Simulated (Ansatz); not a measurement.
Runs of Ansatz 0.2.0 on Br. Symmetry: Cmce, No. 64, orthorhombic system. Conventional cell: a = 6.726 Å, b = 4.645 Å, c = 8.702 Å, α = 90.00°, β = 90.00°, γ = 90.00°. Br (site symmetry m) has 1 Br at 2.29 Å as nearest neighbours. 

| task | level | k mesh | cutoff (eV) | smearing | points for each segment of the path | gap on the mesh (eV) | pressure (GPa) | largest force (eV/Å) |
| --- | --- | --- | --- | --- | --- | --- | --- | --- |
| phonons | PBE | 5 × 5 × 3 | 420 | fixed | - | 1.90 | - | - |
| band structure | RPBE | 7 × 7 × 3 | 420 | fermi-dirac 0.05 eV | 14 | 1.98 | (b) | (a) |
| Born charges and dielectric tensor | LDA | 7 × 7 × 3 | 420 | fixed | - | 1.75 | - | - |
| single point | PBE | 7 × 7 × 3 | 420 | gaussian 0.012 eV | - | 1.90 | (c) | 0.87 |
| band structure | r2SCAN | 7 × 7 × 3 | 500 | fermi-dirac 0.05 eV | 14 | 2.22 | 0.7 | 0.59 |

Alike in all rows: potentials or basis Ansatz PAW; no spin polarisation; cell as given.

Estimate the missing entries.

(a) 0.85; (b) 3.5; (c) 1.8.

Caveats: odd divisions of the mesh miss points on the zone boundary, where band edges often lie, so the gap on the mesh can be too wide (some runs); the PAW data sets come from PBE, with cores solved anew for the run's functional, which leaves a small shift of forces and pressure (some runs); some modes are imaginary (some runs); the k mesh misses the band edges, so the gap on the mesh is wider than the one along the path (some runs).

A k mesh can miss the band edges, and the runs leave out spin-orbit coupling on Br.
